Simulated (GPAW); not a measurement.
The system is TiO2.

```
Ti O
1.0
     4.59984    0.00000    0.00000
     0.00000    4.59984    0.00000
     0.00000    0.00000    2.95921
Ti O
2 4
Direct
  0.00000 0.00000 0.50000
  0.50000 0.50000 0.00000
  0.30432 0.30432 0.50000
  0.69568 0.69568 0.50000
  0.19568 0.80432 0.00000
  0.80432 0.19568 0.00000
```

The cell is a database's computed one.

Base run:

```yaml
Program: GPAW 26.7.0
Functional: rSCAN
Potentials_or_basis: GPAW PAW data sets (gpaw-data 1.2.1)
Cutoff: 800 eV
Basis: pw
k_mesh: 4 × 4 × 6
Occupations: fermi-dirac, width 0.05 eV
Spin: no spin polarisation
```

Its results: band gap on the k mesh 2.19 eV, direct; largest force 0.041 eV/Å.

Q: The run is repeated on the same cell with these changes: functional from rSCAN to BEEF-vdW. What comes out?

A: Band gap on the k mesh 1.87 eV, direct; largest force 0.041 eV/Å.

Caveats: the PAW data sets were made with another functional, which shifts forces and pressure a little.

Not every run made on this cell is shown here.
